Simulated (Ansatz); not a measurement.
Working through a relaxation followed by a look at the electronic structure of BaTe, space group Fm-3m

With Ansatz 0.2.0, Python API.

Notebook, run cell by cell (the value of a cell's last expression is shown):

In [1]:
```python
import ansatz as az
from ase import Atoms
import numpy as np
```

In [2]:
```python
def count_gap(report):
    # lowest empty less highest filled band, counting bands; zero where they overlap
    return max(report.get("gap_by_band_count_ev") or 0.0, 0.0)
```

In [3]:
```python
def with_settings(crystal, spacing):
    return (
        crystal.calculation()
        .basis(18 * az.Ha)
        .occupations(az.OccupationsMethod.FIXED)
        .functional("pbe")
        .scf(max_iterations=85)
        .kpoints(spacing=spacing)
    )
```

In [4]:
```python
atoms = Atoms(
    ["Ba", "Te"],
    scaled_positions=[
        [0.0, 0.0, 0.0],
        [0.5, 0.5, 0.5],
    ],
    cell=[
        [0.0, 3.41, 3.41],
        [3.41, 0.0, 3.41],
        [3.41, 3.41, 0.0],
    ],
    pbc=True,
)
xtal = az.Crystal.from_ase(atoms)
```

In [5]:
```python
relaxed = with_settings(xtal, 0.4).relax(cell=True, force_tolerance=0.01, max_steps=40).checkpoint(write="relax.run", compress=False).run(threads=1)
cell = np.asarray(relaxed.lattice.cell_ang)
print("relaxed edges (A):", np.linalg.norm(cell, axis=1).round(4), " volume:", round(abs(np.linalg.det(cell)), 3), "A^3")
for site in relaxed.lattice.sites:
    print(" ", site.symbol, np.round(site.position_frac, 4) + 0.0)

final = az.Crystal.from_checkpoint("relax.run")
done = with_settings(final, 0.3).functional("lda").stress().band_table().density_of_states(energy_step=0.05).run(threads=1)
data = done.report

data["n_iterations"], data["closed_by"]
```
```text
relaxed edges (A): [4.9977 4.9977 4.9977]  volume: 88.265 A^3
  Ba [0. 0. 0.]
  Te [0.5 0.5 0.5]
DeckWarning: crystal.checkpoint: the structure is that of relax.run, a `relax` run, at its step 4: its result, under pbe at a charge of 0 e; 2 atoms read, 0 with a starting moment [...]
```
Out [5]:
```text
(6, 'deck_thresholds')
```

In [6]:
```python
dos = done.density_of_states()
print(f"pressure at the relaxed cell {np.trace(data['stress_gpa']) / 3:.3f} GPa, gap by band count {count_gap(data):.3f} eV")
if count_gap(data) == 0:
    print("states/eV at the Fermi level:", round(float(np.interp(dos.fermi_ev, dos.energies_ev, dos.spin_summed_g_bin_mean_per_ev)), 3))
```
```text
pressure at the relaxed cell -2.526 GPa, gap by band count 1.536 eV
```

Notes:
- Semilocal gaps usually lie well under measured ones.
- The crystal has a gap of about 1.54 eV on the mesh; bins of finite width blur the band edges.
- The structure is a deposited one; some such entries were measured under pressure or heat, so a shift against it needn't be the functional's error alone.
- Gaps and levels are Kohn-Sham values on a finite set of k-points, without spin-orbit coupling.
- Warnings are shown shortened and without file and line.
- Where the second run takes another functional or mesh than the relaxation, its pressure isn't zero; pressure is positive in compression.
- The computed bands are complete only to about 2.9 eV above the Fermi level; beyond that the density of states is undercounted.
- Run time: 8.2 s on 1 thread of Arm Neoverse V1, with other jobs on the host, peak memory 0.45 GiB.

(Lines on the test bed's own set-up are left out of the output.)
